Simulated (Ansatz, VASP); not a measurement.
## Cross-check of CdTe between VASP and Ansatz

Aim: how closely do two programs agree when they are given the same cell, functional and k mesh? The cell is taken from a series of VASP runs on this material, whose earlier steps may have relaxed, scaled or displaced it; both programs get it as it stands.

Calculated with Ansatz 0.2.0; plane waves, with VASP 6.6.1 beside it; band structure at PBE0.

## 1. Set-up

It takes space group F-43m (No. 216, cubic). Conventional cell: a = 6.480 Å, b = 6.480 Å, c = 6.480 Å, α = 90.00°, β = 90.00°, γ = 90.00°. Nearest to Te lie 4 Cd at 2.81 Å. Cd has 4 Te at 2.81 Å nearest. Farther neighbours and most contacts between anions are not listed.

As a file:

```cif
data_structure
_symmetry_space_group_name_H-M 'P 1'
_symmetry_Int_Tables_number 1
_cell_length_a 4.5821
_cell_length_b 4.5821
_cell_length_c 4.5821
_cell_angle_alpha 60.000
_cell_angle_beta 60.000
_cell_angle_gamma 60.000
_cell_volume 68.02
loop_
_atom_site_label
_atom_site_type_symbol
_atom_site_fract_x
_atom_site_fract_y
_atom_site_fract_z
_atom_site_occupancy
Te1 Te 0.75000 0.75000 0.75000 1
Cd2 Cd 0.00000 0.00000 0.00000 1
```

## 2. VASP: band structure, PBE0

Levels along a path test the potential and the projectors away from the mesh points.

Lines of VASP's logs that name or quote its potential files are left out, and so is its time.

The run reads the wave functions of an earlier VASP run, which isn't shown here.

File INCAR:

```
SYSTEM = CdTe
PREC = Accurate
ENCUT = 350
EDIFF = 1E-06
NELM = 100
ISMEAR = 0
SIGMA = 0.03
LREAL = .FALSE.
ALGO = Normal
LHFCALC = .TRUE.
AEXX = 0.25
GGA = PE
LASPH = .TRUE.
NBANDS = 15
PRECFOCK = Fast
HFRCUT = -1
LORBIT = 11
LWAVE = .FALSE.
LCHARG = .FALSE.
KPAR = 4
```

File POSCAR:

```
CdTe
1.0
    0.0000000000      3.2400000000      3.2400000000
    3.2400000000      0.0000000000      3.2400000000
    3.2400000000      3.2400000000      0.0000000000
Te Cd
1 1
Direct
    0.7500000000      0.7500000000      0.7500000000
    0.0000000000      0.0000000000      0.0000000000
```

File KPOINTS:

```
Automatic mesh
0
Gamma
4 4 4
0 0 0
```

File KPOINTS_OPT:

```
Line mode
10
Line-mode
Reciprocal
  0.00000000   0.00000000   0.00000000 GAMMA
  0.50000000   0.00000000   0.50000000 X

  0.50000000   0.00000000   0.50000000 X
  0.50000000   0.25000000   0.75000000 W

  0.50000000   0.25000000   0.75000000 W
  0.37500000   0.37500000   0.75000000 K

  0.37500000   0.37500000   0.75000000 K
  0.00000000   0.00000000   0.00000000 GAMMA

  0.00000000   0.00000000   0.00000000 GAMMA
  0.50000000   0.50000000   0.50000000 L

  0.50000000   0.50000000   0.50000000 L
  0.62500000   0.25000000   0.62500000 U

  0.62500000   0.25000000   0.62500000 U
  0.50000000   0.25000000   0.75000000 W

  0.50000000   0.25000000   0.75000000 W
  0.50000000   0.50000000   0.50000000 L

  0.50000000   0.50000000   0.50000000 L
  0.37500000   0.37500000   0.75000000 K

  0.62500000   0.25000000   0.62500000 U
  0.50000000   0.00000000   0.50000000 X
```

PAW data sets: Te and Cd (PBE family, release 64).

Run with:

```bash
$ mpirun -np 4 vasp_std
```

Numbers of over 12 decimals in the logs are rounded to 6 here.

What it wrote:

```text
[banner, memory and clock lines left out]
running    4 mpi-ranks, on    1 nodes
 distrk:  each k-point on    1 cores,    4 groups
 distr:  one band on    1 cores,    1 groups

 POSCAR found type information on POSCAR TeCd
 POSCAR found :  2 types and       2 ions
 LDA part: xc-table for (Slater+PW92), standard interpolation
 found WAVECAR, reading the header
 POSCAR, INCAR and KPOINTS ok, starting setup
 FFT: planning ... GRIDC
 FFT: planning ... GRID_SOFT
 FFT: planning ... GRID
 HFRCUT set to (new)   10.129441
 reading WAVECAR
 the WAVECAR file was read successfully
 initial charge from wavefunction
 entering main loop
       N       E                     dE             d eps       ncg     rms          rms(c)
DAV:   1    -0.650614304579E+01   -0.65061E+01   -0.18364E+00   240   0.126E+01    0.101E+01
DAV:   2    -0.651097177241E+01   -0.48287E-02   -0.10418E-01   275   0.403E+00    0.684E+00
DAV:   3    -0.650696415114E+01    0.40076E-02   -0.15793E-02   282   0.154E+00    0.423E+00
DAV:   4    -0.650611737319E+01    0.84678E-03   -0.18099E-03   275   0.401E-01    0.253E+00
DAV:   5    -0.650590044513E+01    0.21693E-03   -0.35241E-04   261   0.138E-01    0.153E+00
DAV:   6    -0.650587451993E+01    0.25925E-04   -0.10155E-04   268   0.664E-02    0.931E-01
DAV:   7    -0.650587209535E+01    0.24246E-05   -0.13623E-05   276   0.272E-02    0.565E-01
DAV:   8    -0.650587240824E+01   -0.31289E-06   -0.28300E-06   253   0.138E-02
   1 F= -.65058724E+01 E0= -.65058724E+01  d E =-.285569E-11
 Start KPOINTS_OPT (optional k-point list driver)
k-point batch [1-8\100]
       N       E                     dE             ncg
DAV:   1     0.139495711249E+03   -0.15074E+04      240
DAV:   2    -0.750729066266E+03   -0.89022E+03      268
DAV:   3    -0.794091799985E+03   -0.43363E+02      282
DAV:   4    -0.794822714366E+03   -0.73091E+00      367
DAV:   5    -0.794827990249E+03   -0.52759E-02      282
DAV:   6    -0.794828043944E+03   -0.53695E-04      353
DAV:   7    -0.794828044570E+03   -0.62630E-06      218
[...]
k-point batch [97-100\100]
       N       E                     dE             ncg
DAV:   1     0.200608377944E+04   -0.19727E+04      120
DAV:   2     0.158784933395E+04   -0.41823E+03      134
DAV:   3     0.157032099963E+04   -0.17528E+02      162
DAV:   4     0.157002767493E+04   -0.29332E+00      194
DAV:   5     0.157002581769E+04   -0.18572E-02      169
DAV:   6     0.157002580644E+04   -0.11246E-04      180
DAV:   7     0.157002580629E+04   -0.14929E-06      116
```

From OUTCAR (step 2):

```text
ion  position               nearest neighbor table
   1  0.750  0.750  0.750-   2 2.81   2 2.81   2 2.81   2 2.81
   2  0.000  0.000  0.000-   1 2.81   1 2.81   1 2.81   1 2.81

  LATTYP: Found a face centered cubic cell.
 ALAT       =     6.4800000000

 Subroutine GETGRP returns: Found 24 space group operations
 (whereof 24 operations were pure point group operations)

The static configuration has the point symmetry T_d .

 Found      8 irreducible k-points:

   k-points           NKPTS =      8   k-points in BZ     NKDIM =     64   number of bands    NBANDS=     15

   dimension x,y,z NGX =    28 NGY =   28 NGZ =   28
   dimension x,y,z NGXF=    56 NGYF=   56 NGZF=   56

   ENCUT  =  350.0 eV  25.72 Ry    5.07 a.u.   6.99  6.99  6.99*2*pi/ulx,y,z

   NELECT =      18.0000    total number of electrons

 k-points in reciprocal lattice and weights: Automatic mesh
   0.00000000  0.00000000  0.00000000       0.016
   0.25000000  0.00000000  0.00000000       0.125
   0.50000000  0.00000000  0.00000000       0.062
   0.25000000  0.25000000  0.00000000       0.094
   0.50000000  0.25000000  0.00000000       0.375
  -0.25000000  0.25000000  0.00000000       0.188
   0.50000000  0.50000000  0.00000000       0.047
  -0.25000000  0.50000000  0.25000000       0.094

  exchange ACFDT corr.  =         0.00000000  see jH, gK, PRB 81, 115126

 average (electrostatic) potential at core
       1 -87.0530       2 -32.2309

 E-fermi :   1.6414

 k-point     1 :       0.0000    0.0000    0.0000
  band No.  band energies     occupation
    ...
      5      -7.8848      2.00000
      6      -7.8848      2.00000
      7       1.5091      2.00000
      8       1.5091      2.00000
      9       1.5092      2.00000
     10       3.7246      0.00000
     11       7.6691      0.00000
     12       7.6691      0.00000
     13       7.6691      0.00000
     14      10.7086      0.00000
    ...

 k-point     2 :       0.2500    0.0000    0.0000
  band No.  band energies     occupation
    ...
      5      -7.8865      2.00000
      6      -7.8865      2.00000
      7      -1.4027      2.00000
      8       1.0438      2.00000
      9       1.0438      2.00000
     10       4.9826      0.00000
     11       8.2521      0.00000
     12       8.2521      0.00000
     13       8.4583      0.00000
     14      11.4426      0.00000
    ...

 k-point     3 :       0.5000    0.0000    0.0000
  band No.  band energies     occupation
    ...
      5      -7.8788      2.00000
      6      -7.4392      2.00000
      7      -3.3238      2.00000
      8       0.6589      2.00000
      9       0.6589      2.00000
     10       4.7975      0.00000
     11       8.2573      0.00000
     12       8.2573      0.00000
     13      10.1750      0.00000
     14      11.9803      0.00000
    ...

  energy-cutoff  :      350.00
  volume of cell :       68.02
      direct lattice vectors                 reciprocal lattice vectors
     0.000000000  3.240000000  3.240000000    -0.154320988  0.154320988  0.154320988
     3.240000000  0.000000000  3.240000000     0.154320988 -0.154320988  0.154320988
     3.240000000  3.240000000  0.000000000     0.154320988  0.154320988 -0.154320988

 POSITION                                       TOTAL-FORCE (eV/Angst)
 -----------------------------------------------------------------------------------
      4.86000      4.86000      4.86000         0.000000      0.000000     -0.000000
      0.00000      0.00000      0.00000        -0.000000     -0.000000      0.000000
 -----------------------------------------------------------------------------------
    total drift:                               -0.000002      0.000020     -0.000043

  FREE ENERGIE OF THE ION-ELECTRON SYSTEM (eV)
  ---------------------------------------------------
  free  energy   TOTEN  =        -6.5058724082 eV

  energy  without entropy=       -6.5058724082  energy(sigma->0) =       -6.50587241

 total charge
# of ion       s       p       d       tot
------------------------------------------
    1        1.302   2.247   0.019   3.568
    2        0.436   0.316   9.559  10.311
--------------------------------------------------
tot          1.738   2.563   9.578  13.880

[... 3 further parts left out ...]
```

The k-mesh is coarse for unscreened exact exchange, which converges slowly with it.

(Continued in part 2 of 2.)

[Lines on the potential files, build, host, timing and source positions are cut from VASP's logs without a mark.]

[Logs are printed without paths, hosts, clocks, repeated set-up lines and the standing remarks that a program may print on its own settings, such as how far it seeks lower states.]

[Hosts, paths, dates, database ids (printed as entryN), source tags and the programs' standing remarks are cut or masked in the printed files.]
